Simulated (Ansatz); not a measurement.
Crystal: MnS.

```
Mn S
1.0
     0.00000    2.47346    2.47346
     2.47346    0.00000    2.47346
     2.47346    2.47346    0.00000
Mn S
1 1
Direct
  0.00000 0.00000 0.00000
  0.75000 0.75000 0.75000
```

The cell is a database's computed one.

| Quantity | Value |
| --- | --- |
| Program | Ansatz 0.2.0 |
| Task | relaxation of cell and atoms |
| Functional | PBEsol |
| Potentials or basis | all-electron LAPW, scalar-relativistic |
| Basis error allowed | 0.001 eV/atom |
| k mesh | 9 × 9 × 9 |
| Occupations | fermi-dirac, width 0.05 eV |
| Spin | collinear spin, ferromagnetic start |
| Starting moments | [4.0, 0.0] μB |

At the start: volume 15.13 Å³/atom.

Q: Where does the relaxation end?

A: Over 4 steps the energy falls by 3.0 meV/atom and the volume is 14.82 Å³/atom (-2.1 %); space group F-43m (No. 216, to 0.05 Å); moment 0.22 μB per cell.

Step by step:
```csv
step,energy change (eV),largest force (eV/Å),volume (Å³)
1,0.0000,0.0000,30.27
2,-0.0052,0.0000,29.86
3,-0.0060,0.0000,29.63
4,-0.0060,0.0000,29.63
```

Final structure:
```cif
data_structure
_symmetry_space_group_name_H-M 'P 1'
_symmetry_Int_Tables_number 1
_cell_length_a 3.4734
_cell_length_b 3.4734
_cell_length_c 3.4734
_cell_angle_alpha 60.000
_cell_angle_beta 60.000
_cell_angle_gamma 60.000
_cell_volume 29.63
loop_
_atom_site_label
_atom_site_type_symbol
_atom_site_fract_x
_atom_site_fract_y
_atom_site_fract_z
_atom_site_occupancy
Mn1 Mn 0.00000 0.00000 0.00000 1
S1 S 0.75000 0.75000 0.75000 1
```

Caveat: the moment fell far below its start of 4 μB, so a state of higher moment may lie lower in energy; the starting moments weren't kept.
